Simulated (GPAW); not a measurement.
# Ru (P6_3/mmc) in GPAW: settings compared

Aim: see how the results for Ru move with the level of theory and the settings. Levels: PBEsol, RPBE. Tasks: relaxation of cell and atoms.

Program: GPAW 26.7.0. These are calculated values, not measurements. Logs are shortened: lines on timing, memory, paths and dates and some standing lists are left out, and cuts for length are marked. The log counts tension as positive stress, the text compression.

## Step 1: The crystal as given

It takes space group P6_3/mmc (No. 194, hexagonal). The conventional cell has a = 2.706 Å, b = 2.706 Å, c = 4.282 Å, α = 90.00°, β = 90.00°, γ = 120.00°. Ru (site symmetry -6m2) is surrounded by 12 Ru at 2.65 to 2.71 Å.

## Step 2: Relaxation of cell and atoms, PBEsol

run.py reads:

```python
from ase import Atoms
from ase.filters import FrechetCellFilter
from ase.io import write
from ase.optimize import LBFGS
from gpaw import GPAW, PW, setup_paths

setup_paths.insert(0, '.')

atoms = Atoms(['Ru', 'Ru'],
              cell=[[2.7058, 0.0, 0.0],
                    [-1.3529, 2.3432915376, 0.0],
                    [0.0, 0.0, 4.2819]],
              scaled_positions=[[0.6666666667, 0.3333333333, 0.75],
                                [0.3333333333, 0.6666666667, 0.25]],
              pbc=True)

calc = GPAW(mode=PW(600),
            xc='PBEsol',
            kpts={'size': (8, 8, 5), 'gamma': True},
            occupations={'name': 'fermi-dirac', 'width': 0.05},
            nbands=29,
            convergence={'density': 1e-06, 'energy': 1e-06, 'eigenstates': 1e-10},
            maxiter=150,
            txt='gpaw.txt')
atoms.calc = calc
opt = LBFGS(FrechetCellFilter(atoms), trajectory='relax.traj', logfile='-')
done = opt.run(fmax=0.05, steps=60)
calc.write('gs.gpw')
write('result.traj', atoms)
print('Converged:', done)
print('Cell:', atoms.cell.cellpar().round(4))
print('Volume:', round(atoms.get_volume(), 4))
print(atoms.get_scaled_positions().round(5))
```

Potentials or basis: PAW data sets generated in the run's folder for this functional, pw.

Command:

```console
gpaw-setup -f PBEsol Ru
OMP_NUM_THREADS=1 python run.py
```

gpaw.txt:

```text
__  _  _
 | _ |_)|_||  |
 |__||  | ||/\| - 26.7.0

Input parameters:
  mode=PW(ecut=600.0),
  convergence={'density': 1e-06, 'energy': 1e-06, 'eigenstates': 1e-10},
  kpts=MonkhorstPack(size=(8, 8, 5), gamma=True),
  maxiter=150,
  nbands=29,
  occupations=Occupations(name='fermi-dirac', width=0.05),
  xc=XC(name='PBEsol')

Diagonalizing LCAO Hamiltonian
Converting LCAO to pw mode

          Ru

        Ru

Atoms  # Å, Bohr magnetons
|   | symbol |         x |        y |        z |    initial magnetic moments |
|---|--------|-----------|----------|----------|-----------------------------|
| 0 |     Ru |  1.352900 | 0.781097 | 3.211425 | ( 0.0000,  0.0000,  0.0000) |
| 1 |     Ru | -0.000000 | 1.562194 | 1.070475 | ( 0.0000,  0.0000,  0.0000) |

Unit cell  # Å
| periodic |         x |        y |        z |  lengths |     angles |
|----------|-----------|----------|----------|----------|------------|
|      yes |  2.705800 | 0.000000 | 0.000000 | 2.705800 |  90.000000 |
|      yes | -1.352900 | 2.343292 | 0.000000 | 2.705800 |  90.000000 |
|      yes |  0.000000 | 0.000000 | 4.281900 | 4.281900 | 120.000000 |

Number of symmetries: 12
Symmetry operations  # r_c * U_cc + t_c -> r_c
|    | kind |            matrix            |
|----|------|------------------------------|
|  0 |  σ   |  1, 1, 0,  0,-1, 0,  0, 0, 1 |
|  1 |  S6  |  1, 1, 0, -1, 0, 0,  0, 0,-1 |
|  2 |  E   |  1, 0, 0,  0, 1, 0,  0, 0, 1 |
|  3 |  C2  |  1, 0, 0, -1,-1, 0,  0, 0,-1 |
|  4 |  C2  |  0, 1, 0,  1, 0, 0,  0, 0,-1 |
|  5 |  C3  |  0, 1, 0, -1,-1, 0,  0, 0, 1 |
|  6 |  S6  |  0,-1, 0,  1, 1, 0,  0, 0,-1 |
|  7 |  σ   |  0,-1, 0, -1, 0, 0,  0, 0, 1 |
|  8 |  σ   | -1, 0, 0,  1, 1, 0,  0, 0, 1 |
|  9 |  i   | -1, 0, 0,  0,-1, 0,  0, 0,-1 |
| 10 |  C3  | -1,-1, 0,  1, 0, 0,  0, 0, 1 |
| 11 |  C2  | -1,-1, 0,  0, 1, 0,  0, 0,-1 |

BZ-sampling:
  Number of BZ points: 320
  Number of IBZ points: 40

  Monkhorst-Pack size: [8, 8, 5]
  Monkhorst-Pack shift: [0.0625, 0.0625, 0.0]

K-points  # in reciprocal-cell coordinates
|     |                                coordinates |     weight |
|-----|--------------------------------------------|------------|
|   0 | (  0.00000000,   0.00000000,   0.00000000) | 0.00312500 |
|   1 | (  0.00000000,   0.00000000,   0.20000000) | 0.00625000 |
|   2 | (  0.00000000,   0.00000000,   0.40000000) | 0.00625000 |
|   3 | (  0.12500000,   0.00000000,  -0.40000000) | 0.01875000 |
|   4 | (  0.12500000,   0.00000000,  -0.20000000) | 0.01875000 |
|   5 | (  0.12500000,   0.00000000,   0.00000000) | 0.01875000 |
|   6 | (  0.12500000,   0.00000000,   0.20000000) | 0.01875000 |
|   7 | (  0.12500000,   0.00000000,   0.40000000) | 0.01875000 |
|   8 | (  0.25000000,  -0.12500000,   0.00000000) | 0.01875000 |
|   9 | (  0.25000000,  -0.12500000,   0.20000000) | 0.03750000 |
| ... |                                            |            |
|  39 | (  0.50000000,   0.50000000,   0.40000000) | 0.01875000 |

Plane wave coefficients: 929
Cutoff: 600.0 eV
[... 114 lines left out ...]
Fermi level: 13.277
Eigenvalues  # (at kpt = [0.000, 0.000, 0.000])
| band index |      eig [eV] | occ [0-2] |
|------------|---------------|-----------|
|          0 |       -59.752 |     2.000 |
|        ... |               |           |
|          9 |         7.119 |     2.000 |
|         10 |        10.710 |     2.000 |
|         11 |        10.710 |     2.000 |
|         12 |        10.879 |     2.000 |
|         13 |        11.390 |     2.000 |
|         14 |        11.390 |     2.000 |
[... 8 lines left out ...]
|         23 |        31.814 |     0.000 |
|         24 |        36.578 |     0.000 |
|        ... |               |           |
|         28 |        38.303 |     0.000 |

No gap
No difference between direct/indirect transitions

Stress tensor  # eV/Ang^3
|         x |         y |        z |
|-----------|-----------|----------|
|  0.044230 | -0.000000 | 0.000000 |
| -0.000000 |  0.044230 | 0.000000 |
|  0.000000 |  0.000000 | 0.051259 |

Forces  # eV/Ang
|        x |        y |        z |
|----------|----------|----------|
| -0.00000 |  0.00000 | -0.00002 |  # Ru   0
|  0.00000 | -0.00000 |  0.00002 |  # Ru   1

Interpolating wave functions to new cell

          Ru

        Ru

Atoms  # Å, Bohr magnetons
|   | symbol |         x |        y |        z |    initial magnetic moments |
|---|--------|-----------|----------|----------|-----------------------------|
| 0 |     Ru |  1.347110 | 0.777755 | 3.195503 | ( 0.0000,  0.0000,  0.0000) |
| 1 |     Ru | -0.000000 | 1.555509 | 1.065168 | ( 0.0000,  0.0000,  0.0000) |

Unit cell  # Å
| periodic |         x |         y |         z |  lengths |     angles |
|----------|-----------|-----------|-----------|----------|------------|
|      yes |  2.694221 |  0.000000 | -0.000000 | 2.694221 |  90.000000 |
|      yes | -1.347110 |  2.333264 | -0.000000 | 2.694221 |  90.000000 |
|      yes |  0.000000 | -0.000000 |  4.260671 | 4.260671 | 120.000000 |

Number of symmetries: 12
Symmetry operations  # r_c * U_cc + t_c -> r_c
|    | kind |            matrix            |
|----|------|------------------------------|
|  0 |  σ   |  1, 1, 0,  0,-1, 0,  0, 0, 1 |
|  1 |  S6  |  1, 1, 0, -1, 0, 0,  0, 0,-1 |
|  2 |  E   |  1, 0, 0,  0, 1, 0,  0, 0, 1 |
|  3 |  C2  |  1, 0, 0, -1,-1, 0,  0, 0,-1 |
|  4 |  C2  |  0, 1, 0,  1, 0, 0,  0, 0,-1 |
|  5 |  C3  |  0, 1, 0, -1,-1, 0,  0, 0, 1 |
|  6 |  S6  |  0,-1, 0,  1, 1, 0,  0, 0,-1 |
|  7 |  σ   |  0,-1, 0, -1, 0, 0,  0, 0, 1 |
|  8 |  σ   | -1, 0, 0,  1, 1, 0,  0, 0, 1 |
|  9 |  i   | -1, 0, 0,  0,-1, 0,  0, 0,-1 |
| 10 |  C3  | -1,-1, 0,  1, 0, 0,  0, 0, 1 |
| 11 |  C2  | -1,-1, 0,  0, 1, 0,  0, 0,-1 |

BZ-sampling:
  Number of BZ points: 320
  Number of IBZ points: 40

  Monkhorst-Pack size: [8, 8, 5]
  Monkhorst-Pack shift: [0.0625, 0.0625, 0.0]

K-points  # in reciprocal-cell coordinates
|     |                                coordinates |     weight |
|-----|--------------------------------------------|------------|
|   0 | (  0.00000000,   0.00000000,   0.00000000) | 0.00312500 |
|   1 | (  0.00000000,   0.00000000,   0.20000000) | 0.00625000 |
|   2 | (  0.00000000,   0.00000000,   0.40000000) | 0.00625000 |
|   3 | (  0.12500000,   0.00000000,  -0.40000000) | 0.01875000 |
|   4 | (  0.12500000,   0.00000000,  -0.20000000) | 0.01875000 |
|   5 | (  0.12500000,   0.00000000,   0.00000000) | 0.01875000 |
|   6 | (  0.12500000,   0.00000000,   0.20000000) | 0.01875000 |
|   7 | (  0.12500000,   0.00000000,   0.40000000) | 0.01875000 |
|   8 | (  0.25000000,  -0.12500000,   0.00000000) | 0.01875000 |
|   9 | (  0.25000000,  -0.12500000,   0.20000000) | 0.03750000 |
| ... |                                            |            |
|  39 | (  0.50000000,   0.50000000,   0.40000000) | 0.01875000 |

Plane wave coefficients: 929
Cutoff: 600.0 eV
[... 112 lines left out ...]
Fermi level: 13.537
Eigenvalues  # (at kpt = [0.000, 0.000, 0.000])
| band index |      eig [eV] | occ [0-2] |
|------------|---------------|-----------|
|          0 |       -59.522 |     2.000 |
|        ... |               |           |
|          9 |         7.269 |     2.000 |
|         10 |        10.911 |     2.000 |
|         11 |        10.911 |     2.000 |
|         12 |        11.093 |     2.000 |
|         13 |        11.609 |     2.000 |
|         14 |        11.609 |     2.000 |
[... 8 lines left out ...]
|         23 |        32.129 |     0.000 |
|         24 |        37.043 |     0.000 |
|        ... |               |           |
|         28 |        38.678 |     0.000 |

No gap
No difference between direct/indirect transitions

Stress tensor  # eV/Ang^3
|         x |         y |         z |
|-----------|-----------|-----------|
|  0.018344 | -0.000000 |  0.000000 |
| -0.000000 |  0.018344 | -0.000000 |
|  0.000000 | -0.000000 |  0.021837 |

Forces  # eV/Ang
|        x |        y |        z |
|----------|----------|----------|
| -0.00000 | -0.00000 | -0.00000 |  # Ru   0
| -0.00000 |  0.00000 |  0.00000 |  # Ru   1

Interpolating wave functions to new cell

          Ru

        Ru

Atoms  # Å, Bohr magnetons
|   | symbol |         x |        y |        z |    initial magnetic moments |
|---|--------|-----------|----------|----------|-----------------------------|
| 0 |     Ru |  1.343085 | 0.775430 | 3.184138 | ( 0.0000,  0.0000,  0.0000) |
| 1 |     Ru | -0.000000 | 1.550861 | 1.061380 | ( 0.0000,  0.0000,  0.0000) |

Unit cell  # Å
| periodic |         x |        y |        z |  lengths |     angles |
|----------|-----------|----------|----------|----------|------------|
|      yes |  2.686169 | 0.000000 | 0.000000 | 2.686169 |  90.000000 |
|      yes | -1.343085 | 2.326291 | 0.000000 | 2.686169 |  90.000000 |
|      yes | -0.000000 | 0.000000 | 4.245518 | 4.245518 | 120.000000 |

Number of symmetries: 12
Symmetry operations  # r_c * U_cc + t_c -> r_c
|    | kind |            matrix            |
|----|------|------------------------------|
|  0 |  σ   |  1, 1, 0,  0,-1, 0,  0, 0, 1 |
|  1 |  S6  |  1, 1, 0, -1, 0, 0,  0, 0,-1 |
|  2 |  E   |  1, 0, 0,  0, 1, 0,  0, 0, 1 |
|  3 |  C2  |  1, 0, 0, -1,-1, 0,  0, 0,-1 |
|  4 |  C2  |  0, 1, 0,  1, 0, 0,  0, 0,-1 |
|  5 |  C3  |  0, 1, 0, -1,-1, 0,  0, 0, 1 |
|  6 |  S6  |  0,-1, 0,  1, 1, 0,  0, 0,-1 |
|  7 |  σ   |  0,-1, 0, -1, 0, 0,  0, 0, 1 |
|  8 |  σ   | -1, 0, 0,  1, 1, 0,  0, 0, 1 |
|  9 |  i   | -1, 0, 0,  0,-1, 0,  0, 0,-1 |
| 10 |  C3  | -1,-1, 0,  1, 0, 0,  0, 0, 1 |
| 11 |  C2  | -1,-1, 0,  0, 1, 0,  0, 0,-1 |

BZ-sampling:
  Number of BZ points: 320
  Number of IBZ points: 40

  Monkhorst-Pack size: [8, 8, 5]
  Monkhorst-Pack shift: [0.0625, 0.0625, 0.0]

K-points  # in reciprocal-cell coordinates
|     |                                coordinates |     weight |
|-----|--------------------------------------------|------------|
|   0 | (  0.00000000,   0.00000000,   0.00000000) | 0.00312500 |
|   1 | (  0.00000000,   0.00000000,   0.20000000) | 0.00625000 |
|   2 | (  0.00000000,   0.00000000,   0.40000000) | 0.00625000 |
|   3 | (  0.12500000,   0.00000000,  -0.40000000) | 0.01875000 |
|   4 | (  0.12500000,   0.00000000,  -0.20000000) | 0.01875000 |
|   5 | (  0.12500000,   0.00000000,   0.00000000) | 0.01875000 |
|   6 | (  0.12500000,   0.00000000,   0.20000000) | 0.01875000 |
|   7 | (  0.12500000,   0.00000000,   0.40000000) | 0.01875000 |
|   8 | (  0.25000000,  -0.12500000,   0.00000000) | 0.01875000 |
|   9 | (  0.25000000,  -0.12500000,   0.20000000) | 0.03750000 |
| ... |                                            |            |
|  39 | (  0.50000000,   0.50000000,   0.40000000) | 0.01875000 |

Plane wave coefficients: 911
Cutoff: 600.0 eV
[... 112 lines left out ...]
Fermi level: 13.723
Eigenvalues  # (at kpt = [0.000, 0.000, 0.000])
| band index |      eig [eV] | occ [0-2] |
|------------|---------------|-----------|
|          0 |       -59.359 |     2.000 |
|        ... |               |           |
|          9 |         7.375 |     2.000 |
|         10 |        11.054 |     2.000 |
|         11 |        11.054 |     2.000 |
|         12 |        11.246 |     2.000 |
|         13 |        11.765 |     2.000 |
|         14 |        11.765 |     2.000 |
[... 8 lines left out ...]
|         23 |        32.354 |     0.000 |
|         24 |        37.373 |     0.000 |
|        ... |               |           |
|         28 |        38.944 |     0.000 |

No gap
No difference between direct/indirect transitions

Stress tensor  # eV/Ang^3
|         x |         y |         z |
|-----------|-----------|-----------|
| -0.000872 |  0.000000 |  0.000000 |
|  0.000000 | -0.000872 | -0.000000 |
|  0.000000 | -0.000000 | -0.000306 |

Forces  # eV/Ang
|       x |       y |        z |
|---------|---------|----------|
| 0.00000 | 0.00000 |  0.00001 |  # Ru   0
| 0.00000 | 0.00000 | -0.00001 |  # Ru   1

# Writing to gs.gpw (mode='')
```

Wall time 63 s (1 thread of Arm Neoverse V1, shared host); peak memory 0.17 GiB.

Results:

```
Free energy                            : -20.8506 eV
Relaxed volume                         : 13.26 Å³/atom
Relaxed cell                           : a = 2.686 Å, b = 2.686 Å, c = 4.246 Å, α = 90.00°, β = 90.00°, γ = 120.00°
Space group after relaxing (to 0.05 Å) : P6_3/mmc (No. 194)
Energy gained by relaxing              : 6.7 meV/atom
Ionic steps                            : 3
Pressure after relaxing                : 0.1 GPa
Band gap on the k mesh                 : none (metal or under the smearing width)
```

The path:
```csv
step,energy change (eV),largest force (eV/Å),pressure (GPa),volume (Å³)
1,0.0000,0.0000,-7.46,27.15
2,-0.0115,0.0000,-3.13,26.78
3,-0.0135,0.0000,0.11,26.53
```

Final structure:
```
CELL_PARAMETERS angstrom
2.68617 0.00000 0.00000
-1.34308 2.32629 0.00000
0.00000 0.00000 4.24552
ATOMIC_POSITIONS crystal
Ru 0.66667 0.33333 0.75000
Ru 0.33333 0.66667 0.25000
```

Caveat: later steps reuse the first step's grids.

[end of part 1 of 2]
